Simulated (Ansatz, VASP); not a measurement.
**ZnS: VASP beside Ansatz**

```xyz
4
Lattice="3.7949 0.0000 0.0000 -1.8974 3.2864 0.0000 0.0000 0.0000 6.2350" Properties=species:S:1:pos:R:3 pbc="T T T"
Zn    0.0000    2.1910    0.0350
Zn    1.8974    1.0955    3.1525
S     0.0000    2.1910    2.3654
S     1.8974    1.0955    5.4829
```

Alike in both runs: functional PBE; dispersion D3(BJ); k mesh 9 × 9 × 6; occupations gaussian, width 0.02 eV; no spin polarisation.

Ansatz relaxed the structure, and its values are those at the end. VASP's run is a single point on that final structure, the one shown.

```csv
,VASP,Ansatz
version,VASP 6.6.1,Ansatz 0.2.0
potentials or method,"VASP PAW PBE potentials, release 64 (Zn, S)","scalar-relativistic, plane waves, PAW"
plane-wave cutoff (eV),520,420
valence electrons in the cell,36,36
```

Ansatz gave:

* gap on the k mesh at the Fermi level (eV): 2.24
* least direct gap on the mesh (eV): 2.24
* pressure (GPa): 0.0

Estimate VASP's values.

gap on the k mesh at the Fermi level (eV): 2.25; least direct gap on the mesh (eV): 2.25; pressure (GPa): 0.2.
